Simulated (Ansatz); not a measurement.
# TiCo$_{2}$: clamped-ion elastic tensor

Theory: DFT PBEsol, scalar-relativistic, plane waves, PAW (Ansatz 0.2.0). Settings: 420 eV plane-wave cutoff, Γ-centred 10×10×10 mesh, Fermi-Dirac smearing of 0.15 eV. No spin polarisation.

The cell, relaxed at this level:
```yaml
crystal:
  lattice:
    - [0.00000, 3.28071, 3.28071]
    - [3.28071, 0.00000, 3.28071]
    - [3.28071, 3.28071, 0.00000]
  atoms:
    - { symbol: Ti, position: [0.50000, 0.50000, 0.50000] }
    - { symbol: Ti, position: [0.75000, 0.75000, 0.75000] }
    - { symbol: Co, position: [0.12500, 0.12500, 0.12500] }
    - { symbol: Co, position: [0.62500, 0.12500, 0.12500] }
    - { symbol: Co, position: [0.12500, 0.12500, 0.62500] }
    - { symbol: Co, position: [0.12500, 0.62500, 0.12500] }
```

In a metal, frequencies and elastic constants depend on the k mesh and the smearing, soft modes and shear constants most. Spin polarisation was left out, and a magnetic state may lie lower.

Problem. Give the clamped-ion elastic constants (GPa, Voigt order xx yy zz yz xz xy, on the axes of the cell above).

Solution.
C11 = 348.6, C12 = 165.9, C13 = 165.9, C22 = 348.6, C23 = 165.9, C33 = 348.6, C44 = 137.7, C55 = 137.7, C66 = 137.7 GPa; the others vanish.

Problem. And the moduli of a polycrystal (Hill averages)?

Solution. B = 227 GPa, G = 117 GPa, E = 299 GPa, ν = 0.28.

Cost: 1 run of about 2.7 core-minutes, on Arm Neoverse V2 (shared hosts).